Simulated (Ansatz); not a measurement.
AlN:

```
CELL_PARAMETERS angstrom
3.11300 0.00000 0.00000
-1.55650 2.69594 0.00000
0.00000 0.00000 4.98100
ATOMIC_POSITIONS crystal
Al 0.66667 0.33333 0.50000
Al 0.33333 0.66667 0.00000
N 0.66667 0.33333 0.88000
N 0.33333 0.66667 0.38000
```

```yaml
Program: Ansatz 0.2.0
Task: relaxation of cell and atoms
Functional: PBEsol
Dispersion: D3(BJ)
Potentials_or_basis: Ansatz PAW
Cutoff: "420 eV (not typed: the program's choice for these potentials)"
k_mesh: 10 × 10 × 6
Occupations: fermi-dirac, width 0.05 eV
Spin: no spin polarisation
```

At the start: volume 10.45 Å³/atom.

Question: How do energy, volume and symmetry change on relaxing?

Answer: It ends after 8 steps and the volume is 10.28 Å³/atom (-1.6 %); space group P6_3mc (No. 186, to 0.05 Å).

The path:
```csv
step,energy change (eV),largest force (eV/Å),volume (Å³)
1,0.0000,0.1308,41.80
2,-0.0070,0.0993,41.46
3,-0.0105,0.0280,41.12
4,-0.0105,0.0109,41.13
5,-0.0105,0.0005,41.14
6,-0.0085,0.0005,41.14
7,-0.0086,0.0000,41.12
8,-0.0085,0.0000,41.12
```

Final structure:
```yaml
crystal:
  lattice:
    - [3.09707, 0.00000, 0.00000]
    - [-1.54854, 2.68214, 0.00000]
    - [0.00000, 0.00000, 4.94997]
  atoms:
    - { symbol: Al, position: [0.66667, 0.33333, 0.49881] }
    - { symbol: Al, position: [0.33333, 0.66667, 0.99881] }
    - { symbol: N, position: [0.66667, 0.33333, 0.88119] }
    - { symbol: N, position: [0.33333, 0.66667, 0.38119] }
```

Caveat: the plane-wave basis is chosen anew once the cell has moved, so the energies of steps on either side of that aren't comparable; the pressure holds a Pulay correction of +0.5 GPa for the finite cutoff; the PAW data sets come from PBE, with cores solved anew for the run's functional, which leaves a small shift of forces and pressure.
